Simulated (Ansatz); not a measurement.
This script makes an equation of state with a fit of C, space group C2/m with the Ansatz DFT code, driven from Python.

`c.py`:
```python
# -*- coding: utf-8 -*-
import warnings

import ansatz as az
import numpy as np
from scipy.optimize import curve_fit

OCCUPATIONS = 'Methfessel-Paxton'
WIDTH_EV = 0.05
XC = 'lda'
ECUT = 500
KGRID = (14, 14, 8)

vectors0 = np.array([
    [2.12732031, -1.22828244, 0.0],
    [2.12732031, 1.22828244, 0.0],
    [-1.37906963, 0.0, 3.50283008],
])
sites = [
    ('C', [0.83335553, 0.83335553, 9.304e-05]),
    ('C', [0.16664447, 0.16664447, 0.99990696]),
]


def on_lattice(cell):
    crystal = az.Crystal(lattice=az.Lattice.of(cell))
    for symbol, position in sites:
        crystal = crystal.atom(symbol, position)
    return crystal

def vinet(v, e0, v0, b0, b1):
    eta = (v / v0) ** (1 / 3)
    return e0 + 2 * b0 * v0 / (b1 - 1) ** 2 * (2 - (5 + 3 * b1 * (eta - 1) - 3 * eta) * np.exp(-1.5 * (b1 - 1) * (eta - 1)))

warnings.simplefilter('ignore', az.DeckWarning)

volumes, energies = [], []
for scale in np.linspace(0.92, 1.08, 7):
    cell = vectors0 * scale ** (1 / 3)
    calculation = (
        on_lattice(cell).calculation()
        .pseudopotentials('paw')
        .occupations(OCCUPATIONS, width=WIDTH_EV)
        .functional(XC)
        .basis(ECUT)
        .kpoints(*KGRID)
    )
    r = calculation.run().report
    volumes.append(abs(np.linalg.det(cell)) / len(sites))
    energies.append(r['free_energy_ev'] / len(sites))
    print(f'V = {volumes[-1]:8.4f} A^3/atom  F = {energies[-1]:.5f} eV/atom')

guess = (min(energies), volumes[int(np.argmin(energies))], 0.5, 4.5)
(e0, v0, b0, b1), _ = curve_fit(vinet, np.array(volumes), np.array(energies), p0=guess, maxfev=20000)
print(f'Vinet fit: V0 = {v0:.4f} A^3/atom, B0 = {160.21766 * b0:.1f} GPa, B1 = {b1:.2f}')
print('largest residual', round(1000 * float(np.abs(vinet(np.array(volumes), e0, v0, b0, b1) - energies).max()), 3), 'meV/atom')
```

Its results, one of them left out:

| V (Å³/atom) | F less the lowest row shown (meV/atom) |
| --- | --- |
| 8.421 | 36.76 |
| 8.665 | 11.50 |
| 8.909 | 0.00 |
| 9.153 | 0.65 |
| 9.397 | ? |
| 9.641 | 32.96 |
| 9.885 | 62.28 |

What is the missing energy at 9.397 Å³ an atom?

A third-order Birch-Murnaghan fit, E = E0 + (9 V0 B0 / 16) [(t - 1)³ B' + (t - 1)² (6 - 4t)] with t = (V0/V)^(2/3), through the 6 rows shown gives V0 = 9.016 Å³, B0 = 278.9 GPa, B' = 3.55 and E0 = -1.12 meV. At V = 9.397 Å³, t = 0.97276, and the fit interpolates to 12.05 meV. The run gave 12.05 meV, a miss of 0.00 meV.

What to keep in mind:
- Shape and fractional positions are held along the curve, so the bulk modulus is an upper value where they are free to relax, by a factor of two or more in layered or hydrogen-bonded cells.
- Within a few hundredths of an angstrom the cell has the higher group R-3m; the lower one is a small distortion.
- It ran for 36 s on 1 thread of Arm Neoverse N1, with other jobs on the host, peak memory 0.46 GiB.
